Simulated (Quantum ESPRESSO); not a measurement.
# SnTe: phonons with PBE

SnTe:

```
Te Sn
1.0
     0.00000    3.15085    3.15085
     3.15085    0.00000    3.15085
     3.15085    3.15085    0.00000
Te Sn
1 1
Direct
  0.50000 0.50000 0.50000
  0.00000 0.00000 0.00000
```

```
Program             : Quantum ESPRESSO 7.5
Task                : phonons
Functional          : PBE
Potentials or basis : GBRV 1.5 PBE
Cutoff              : 925 eV
Density cutoff      : 7401 eV
k mesh              : 4 × 4 × 4, shifted
Occupations         : fermi-dirac, width 0.05 eV
Spin                : no spin polarisation
Mixing beta         : 0.5
Most SCF iterations : 120
SCF threshold       : 4e-10 Ry
```

```json
{
 "Relaxed volume": "32.92 Å³/atom",
 "Relaxed cell": "a = 4.533 Å, b = 4.533 Å, c = 4.533 Å, α = 60.00°, β = 60.00°, γ = 60.00°",
 "Space group after relaxing (to 0.05 Å)": "Fm-3m (No. 225)",
 "Pressure after relaxing": "-0.1 GPa",
 "Electronic dielectric tensor (diagonal)": "56.82",
 "Born charges (mean of the diagonal)": "Te -7.23; Sn +7.16 e",
 "Highest phonon frequency at Γ, LO-TO splitting left out": "-1 cm⁻¹",
 "Most unstable mode": "37i cm⁻¹"
}
```

The path:
| step | energy change (eV) | largest force (eV/Å) | pressure (GPa) | volume (Å³) |
| --- | --- | --- | --- | --- |
| 1 | 0.0000 | 0.0000 | 2.30 | 62.56 |
| 2 | -0.0092 | 0.0000 | 1.73 | 63.30 |
| 3 | -0.0165 | 0.0000 | 1.14 | 64.11 |
| 4 | -0.0221 | 0.0000 | 0.31 | 65.35 |
| 5 | -0.0225 | 0.0000 | 0.01 | 65.83 |
| 6 | -0.0225 | 0.0000 | 0.00 | 65.84 |

Final structure:
```yaml
crystal:
  lattice:
    - [0.00000, 3.20500, 3.20500]
    - [3.20500, 0.00000, 3.20500]
    - [3.20500, 3.20500, 0.00000]
  atoms:
    - { symbol: Te, position: [0.50000, 0.50000, 0.50000] }
    - { symbol: Sn, position: [0.00000, 0.00000, 0.00000] }
```

Levels at points of the mesh, in eV from the valence-band top:
```csv
k point,band 8,band 9,band 10,band 11,band 12,band 13
"(0.12, 0.12, 0.12)",-1.60,-1.60,-1.23,3.02,3.02,3.05
```

Phonon frequencies in cm⁻¹ (negative: imaginary):
| q point | frequencies |
| --- | --- |
| (0.000, 0.000, 0.000) | -37 -37 -37 -1 -1 -1 |

Electronic dielectric tensor:
```
56.82  0.00  0.00
 0.00 56.82  0.00
 0.00  0.00 56.82
```

Born effective charge tensors (e):
atom 1, Te
```
-7.23  0.00  0.00
 0.00 -7.23  0.00
 0.00  0.00 -7.23
```
atom 2, Sn
```
7.16 0.00 0.00
0.00 7.16 0.00
0.00 0.00 7.16
```

Optical modes at Γ, degenerate ones joined, polar ones without the macroscopic field:
```tsv
cm⁻¹	components	symmetry	active in	IR intensity, summed ((D/Å)²/amu)
37i	3	T1u	IR	58.24
```

Zone-centre frequencies without and with the macroscopic field along z (cm⁻¹):
|  | optical modes in rising order |
| --- | --- |
| without | 37i 37i 37i |
| with the field | 37i 37i 98 |

It took 2.9 min on 4 MPI ranks on Intel(R) Xeon(R) 6975P-C (Granite Rapids) (shared host), peak memory 0.68 GiB a rank.

Caveat: the mesh is thin for the dielectric tensor, Born charges and intensities, which usually come out too large; some modes are imaginary; the Born charges break their sum rule by 0.07 e, a sign of too thin a mesh. Spin-orbit coupling is left out, which matters for the levels of Te.
